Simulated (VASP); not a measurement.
Set up this calculation in VASP 6.6.1, as the native input.

| Item | Value |
| --- | --- |
| Task | relaxation of cell and atoms |
| Functional | optB86b-vdW |
| Potentials or basis | VASP PAW PBE potentials, release 64 (In_d, Pd) |
| Cutoff | 600 eV |
| k mesh | 8 × 8 × 8 |
| Occupations | fermi-dirac, width 0.05 eV |
| Spin | no spin polarisation |
| Further INCAR settings | ALGO = Normal; EDIFF = 1e-06; IBRION = 2; EDIFFG = -0.01; NSW = 40; ISIF = 3 |

The structure of InPd lies in POSCAR:

```
InPd
1.0
    3.2718847800      0.0000000000      0.0000000000
    0.0000000000      3.2718847800      0.0000000000
    0.0000000000      0.0000000000      3.2718847800
In Pd
1 1
Direct
    0.0000000000      0.0000000000      0.0000000000
    0.5000000000      0.5000000000      0.5000000000
```

The cell comes from a database or a generator and needn't be the stable form of this composition.

One way to write it, as run:

INCAR

```
PREC     = Accurate       # precision mode
ENCUT    = 600            # plane-wave cutoff, eV
EDIFF    = 1E-6           # SCF threshold, eV
ISMEAR   = -1             # smearing method
SIGMA    = 0.05           # smearing width, eV
LREAL    = F              # projectors in reciprocal space
LASPH    = T              # aspherical terms in the spheres
NELM     = 60             # most SCF steps
ALGO     = Normal         # electronic algorithm
ISIF     = 3              # what is computed and relaxed
LWAVE    = F              # write WAVECAR
LCHARG   = F              # write CHGCAR
GGA      = MK             # functional
LUSE_VDW = T            
AGGAC    = 0.0          
PARAM1   = 0.1234       
PARAM2   = 1.0          
IBRION   = 2              # ionic algorithm
NSW      = 40             # ionic steps
EDIFFG   = -0.01          # ionic threshold
```

KPOINTS

```
Automatic mesh
0
Gamma
  8 8 8
```

Potentials or basis: VASP PAW PBE potentials, release 64 (In_d, Pd).

Launch:

```console
$ cat potpaw_PBE.64/In_d/POTCAR potpaw_PBE.64/Pd/POTCAR > POTCAR
$ mpirun -np 1 vasp_std > vasp.out
```

It gave:

The relaxed volume is 17.55 Å³/atom. The relaxed cell is a = 3.274 Å, b = 3.274 Å, c = 3.274 Å, α = 90.00°, β = 90.00°, γ = 90.00°, the space group after relaxing (to 0.05 Å) is Pm-3m (No. 221) and the energy gained by relaxing is 0.0 meV/atom. The ionic steps are 3 and the pressure after relaxing is 0.0 GPa. The band gap on the k mesh is none (metal or under the smearing width).

Caveat: the PAW data sets were made with another functional, which shifts forces and pressure a little.

It took 86 s on 1 thread of Intel(R) Xeon(R) Platinum 8375C CPU @ 2.90GHz (Ice Lake), with other jobs on the host, peak memory 0.34 GiB.
